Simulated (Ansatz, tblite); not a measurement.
CsSnBr₃: GFN1-xTB, run from Python

These are simulated results from tblite 0.8.0, not measurements. The cell was built from a prototype and was relaxed with r2SCAN in plane waves (Ansatz 0.2.0). It may be hypothetical. All runs are without spin polarisation.

The symmetry is Pm-3m (No. 221, cubic); conventional cell a = 5.841 Å, 39.86 Å³ an atom. Around Cs lie 12 Br at 4.13 Å; around Sn lie 6 Br at 2.92 Å; around Br lie 2 Sn at 2.92 Å and 4 Cs at 4.13 Å.

tblite solves periodic systems at the zone centre alone, so the script builds a cluster of 2×2×2 conventional cells (40 atoms), which folds in a coarse mesh of k points.

Input script:

```python
import json
from ase import Atoms
from ase.build import make_supercell
from ase.units import Bohr, GPa, Hartree
from tblite.interface import Calculator

atoms = Atoms(['Cs', 'Sn', 'Br', 'Br', 'Br'],
              cell=[[5.841149, 0.0, 0.0], [0.0, 5.841149, 0.0], [0.0, 0.0, 5.841149]],
              scaled_positions=[[-0.0, -0.0, -0.0], [0.5, 0.5, 0.5], [0.5, 0.5, 0.0], [0.5, -0.0, 0.5], [0.0, 0.5, 0.5]],
              pbc=True)
cluster = make_supercell(atoms, [[2, 0, 0], [0, 2, 0], [0, 0, 2]])
calc = Calculator('GFN1-xTB', cluster.numbers, cluster.positions / Bohr, lattice=cluster.cell[:] / Bohr, periodic=cluster.pbc)
calc.set('temperature', 0.02 / Hartree)
calc.set('max-iter', 150)
res = calc.singlepoint()
levels = res.get('orbital-energies') * Hartree
nv = round(res.get('orbital-occupations').sum() / 2)
cells = len(cluster) // len(atoms)
out = {'energy_per_cell': res.get('energy') * Hartree / cells, 'homo': levels[nv - 1], 'lumo': levels[nv],
       'stress': (-res.get('virial') * Hartree / cluster.get_volume() / GPa).tolist(), 'charges': res.get('charges')[:len(atoms)].tolist(), 'electrons': 2 * nv / cells}
json.dump(out, open('results.json', 'w'))
for key, value in out.items():
    print(key, value)
```

Command: `python run.py`. It took 1.9 s on 1 thread of Intel(R) Xeon(R) 6975P-C (Granite Rapids) (shared host), peak memory 0.11 GiB.

The log:

```
------------------------------------------------------------
  cycle        total energy    energy error   density error
------------------------------------------------------------
      1     -117.2447540394  -1.1706435E+02   5.1451489E-01
      2     -111.9216462131   5.3231078E+00   2.6189280E-01
      3      721.0873433725   8.3300899E+02   1.1918827E+00
      4     -109.6648000685  -8.3075214E+02   1.9927830E-01
      5     -117.1570785627  -7.4922785E+00   4.3481081E-02
      6     -117.7554644817  -5.9838592E-01   2.7820757E-02
      7     -118.0649064502  -3.0944197E-01   1.0124399E-02
      8     -118.1286608866  -6.3754436E-02   1.3001695E-03
      9     -118.1285169443   1.4394238E-04   1.0236152E-03
     10     -118.1287433976  -2.2645331E-04   1.4655735E-04
     11     -118.1287562594  -1.2861809E-05   6.2345444E-05
     12     -118.1287562434   1.5989926E-08   2.3663479E-05
     13     -118.1287563331  -8.9738990E-08   7.2340207E-06
------------------------------------------------------------

 total:                                   1.274 sec
energy_per_cell -401.80589864490696
homo 23.49346977202638
lumo 25.249159509876726
stress [[-3.828519369369638, -2.7606200242880403e-05, -2.760620025064503e-05], [-2.7606200242880867e-05, -3.828519369369572, -2.7606200230729556e-05], [-2.7606200250644632e-05, -2.76062002307297e-05, -3.8285193693695767]]
charges [0.684023514190585, 0.25941399117308117, -0.31385486393896156, -0.31385486393895606, -0.3138548639389599]
electrons 26.0
```

The cycle table is in hartree for the whole cluster, and the lines after it are in eV (the energy for one cell). The printed stress is in GPa and positive in compression, and the pressure is its mean diagonal.

GFN1-xTB gives a gap of 1.76 eV. On the same cell, plane-wave PBE (Ansatz, 4×4×4 k points and the special points) gives a gap of 0.50 eV and r2SCAN a gap of 0.68 eV; on shared hosts these took about 3.3 and 8.9 core-seconds on the 5-atom cell, against 1.9 for the script. Spin-orbit coupling, left out in all these runs, can cut or reorder the gap by tenths of an eV, up to about 1 eV with Pb or Bi. xTB was fitted to molecules, so gaps, charges and pressures of solids can be far off, and the gap also depends on the size of the cluster.

The same script was run on cells scaled at fixed shape and fractional coordinates:

```tsv
volume (Å³/atom)	energy (meV/atom)	pressure (GPa, positive in compression)	gap (eV)
35.08	-61.5	0.12	1.10
37.47	-45.3	-2.16	1.50
39.86	0.0	-3.83	1.76
42.25	66.1	-4.98	1.90
44.64	147.0	-5.82	1.97
```

A Birch-Murnaghan fit puts the minimum at 35.18 Å³/atom, 11.7 % below the given cell, with a bulk modulus of 39.1 GPa at fixed shape.

xTB was fitted mostly to molecules, and a small cluster samples few k points, so gaps, pressures and kinks along a curve can be far from a solid's.

Spin-orbit coupling is left out, which matters wherever the heavy atoms make up the band edges.
